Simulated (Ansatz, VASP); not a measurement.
PbO in VASP and in Ansatz

POSCAR

```
PbO
1.0
    3.5664584732      0.0000000000      0.0000000000
   -1.7832292366      3.0886436394      0.0000000000
    0.0000000000      0.0000000000      6.4701096399
Pb O
2 2
Direct
    0.0000000000      0.0000000000      0.0000000000
    0.0000000000      0.0000000000      0.5000000000
    0.3333333333      0.6666666667      0.2500000000
    0.6666666667      0.3333333333      0.7500000000
```

File INCAR.step1:

```
ALGO     = Normal         # electronic algorithm
EDIFF    = 1E-4           # SCF threshold, eV
ENCUT    = 520            # plane-wave cutoff, eV
GGA      = PE             # functional
ISMEAR   = -1             # smearing method
LASPH    = True           # aspherical terms in the spheres
LCHARG   = False          # write CHGCAR
LREAL    = False          # projectors in reciprocal space
LWAVE    = True           # write WAVECAR
NBANDS   = 28             # bands
NELM     = 100            # most SCF steps
PREC     = Accurate       # precision mode
SIGMA    = 0.02           # smearing width, eV
```

INCAR.step2

```
ALGO     = Normal         # electronic algorithm
EDIFF    = 1E-7           # SCF threshold, eV
ENCUT    = 520            # plane-wave cutoff, eV
ISIF     = 2              # what is computed and relaxed
ISMEAR   = -1             # smearing method
ISTART   = 1            
LASPH    = True           # aspherical terms in the spheres
LCHARG   = False          # write CHGCAR
LMIXTAU  = True         
LREAL    = False          # projectors in reciprocal space
LWAVE    = False          # write WAVECAR
METAGGA  = R2SCAN         # meta-GGA
NBANDS   = 28             # bands
NELM     = 100            # most SCF steps
PREC     = Accurate       # precision mode
SIGMA    = 0.02           # smearing width, eV
```

File KPOINTS:

```
k-points
0
Gamma
  12 12 4
```

Input for Ansatz:

```yaml
crystal:
  lattice:
    - [3.5664584732, 0.0, 0.0]
    - [-1.7832292366, 3.0886436394, 0.0]
    - [0.0, 0.0, 6.4701096399]
  atoms:
    - { symbol: Pb, position: [0.0, 0.0, 0.0] }
    - { symbol: Pb, position: [0.0, 0.0, 0.5] }
    - { symbol: O, position: [0.3333333333, 0.6666666667, 0.25] }
    - { symbol: O, position: [0.6666666667, 0.3333333333, 0.75] }
kpoints:
  mp_grid: { grid: [12, 12, 4] }
  band_path:
    path:
      - [0.0, 0.0, 0.0]
      - [0.5, 0.0, 0.0]
      - [0.3333333333, 0.3333333333, 0.0]
      - [0.0, 0.0, 0.5]
      - [0.5, 0.0, 0.5]
      - [0.3333333333, 0.3333333333, 0.5]
      - [0.0, 0.0833333333, 0.0]
    npoints: 1
hamiltonian:
  xc: r2scan
scf:
  occupations: { method: fermi_dirac, width: 0.02 }
  n_extra_bands: 5
output:
  forces: true
  stress: true
  eigenvalues: true
```

Alike in both runs: task single point; functional r2SCAN; k mesh 12 × 12 × 4; occupations fermi-dirac, width 0.02 eV; no spin polarisation.

|  | VASP | Ansatz |
| --- | --- | --- |
| version | VASP 6.6.1 | Ansatz 0.2.0 |
| potentials or method | VASP PAW PBE potentials, release 64 (Pb_d, O) | plane waves, PAW |
| plane-wave cutoff (eV) | 520 | 500 |
| valence electrons in the cell | 40 | 40 |

```tsv
	VASP	Ansatz	Ansatz less VASP
pressure (GPa)	0.1	0.0	-0.15
```

Caveats: the PAW data sets were made with another functional, which shifts forces and pressure a little (VASP). Spin-orbit coupling is left out, which matters for the levels of Pb.
